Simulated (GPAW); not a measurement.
Crystal: Ti3O4.

```
CELL_PARAMETERS angstrom
-2.06591 2.06591 4.08913
2.06591 -2.06591 4.08913
2.06591 2.06591 -4.08913
ATOMIC_POSITIONS crystal
Ti 0.75000 0.25000 0.50000
Ti 0.50000 0.50000 0.00000
Ti 0.25000 0.75000 0.50000
O 0.75588 0.75588 0.00000
O 0.50000 0.00000 0.50000
O 0.24412 0.24412 0.00000
O 0.00000 0.50000 0.50000
```

The cell comes from a database or a generator and needn't be the stable form of this composition.

Base run:

| Quantity | Value |
| --- | --- |
| Program | GPAW 26.7.0 |
| Functional | LDA |
| Potentials or basis | the program's PAW data sets (release 1.2.1) made for this functional |
| Cutoff | 600 eV |
| Basis | pw |
| k mesh | 7 × 7 × 7 |
| Occupations | fermi-dirac, width 0.05 eV |
| Spin | no spin polarisation |

Its results: pressure -17.1 GPa; largest force 0.159 eV/Å.

Problem. The run is repeated on the same cell with these changes: cutoff from 600 eV to 800 eV; k mesh from 7 × 7 × 7 to 6 × 6 × 6. What comes out?

Solution. Pressure -11.5 GPa; largest force 0.162 eV/Å.

Caveats: the cutoff is short for stress and forces, so pressures can be off by a GPa or more (some runs); so large a pressure means that the cell lies far from this level's equilibrium, or that cutoff or potentials fall short (some runs).

Not every run made on this cell is shown here.
